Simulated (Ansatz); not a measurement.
All numbers below come from DFT PBE, scalar-relativistic, plane waves, PAW (Ansatz). All cells share a 420 eV cutoff and Γ-centred k meshes spaced at most about 0.3 Å⁻¹ (about 0.25 or finer for metals, 2π included). No spin polarisation.

Each guess is relaxed in cell and atoms at zero pressure, on a coarse mesh first where it starts far from rest and then on a converged one. The steps can't lower the symmetry of the start, but it can rise. Energies are static (0 K, no zero-point motion).

Two unrelaxed guesses for Li₄Cl:

A.

```yaml
crystal:
  lattice:
    - [-1.96590, 1.96590, 4.76797]
    - [1.96590, -1.96590, 4.76797]
    - [1.96590, 1.96590, -4.76797]
  atoms:
    - { symbol: Li, position: [0.75000, 0.25000, 0.50000] }
    - { symbol: Li, position: [0.25000, 0.75000, 0.50000] }
    - { symbol: Li, position: [0.38000, 0.38000, 0.00000] }
    - { symbol: Li, position: [0.62000, 0.62000, 0.00000] }
    - { symbol: Cl, position: [0.00000, 0.00000, 0.00000] }
```

B.

```yaml
crystal:
  lattice:
    - [4.20700, 0.00000, 0.00000]
    - [-2.10350, 3.64337, 0.00000]
    - [0.00000, 0.00000, 4.81141]
  atoms:
    - { symbol: Li, position: [0.56366, 0.00000, 0.00000] }
    - { symbol: Li, position: [0.00000, 0.56366, 0.00000] }
    - { symbol: Li, position: [0.43634, 0.43634, 0.00000] }
    - { symbol: Li, position: [0.00000, 0.00000, 0.50000] }
    - { symbol: Cl, position: [0.00000, 0.00000, 0.00000] }
```

Question: Do they relax into the same structure? If not, which is lower?

Answer: No. A ends lower, by 85 meV/atom. A: I4/mmm at 14.7 Å³/atom → I4/mmm at 20.4 Å³/atom; B: P-62m at 14.7 Å³/atom → P-62m at 27.4 Å³/atom. Counting Li atoms around Cl (those within 1.25 times the shortest such distance or 1.15 times the sum of covalent radii; a plus sign parts nearer from farther groups; the shortest distance is added where it is long for a bond), the end of A has Cl 8 from 2.9 Å and the end of B has Cl 2+3. End of A. Conventional cell: a = 3.490 Å, c = 16.772 Å. Around Li on a site of symmetry -4m2 lie 4 Li at 2.47 Å and 4 Li at 3.21 Å; around Li on a site of symmetry 4mm lie 4 Cl at 2.89 Å, 1 Li at 3.00 Å, 4 Li at 3.21 Å and 4 Li at 3.49 Å; around Cl lie 8 Li at 2.89 Å and 4 Cl at 3.49 Å. End of B. Conventional cell: a = 6.008 Å, c = 4.389 Å. Li on a site of symmetry m2m is surrounded by 1 Cl at 2.47 Å; Li on a site of symmetry -62m is surrounded by 2 Cl at 2.19 Å; Cl has 2 Li at 2.19 Å and 3 Li at 2.47 Å.

Ends held by symmetry can be saddle points.
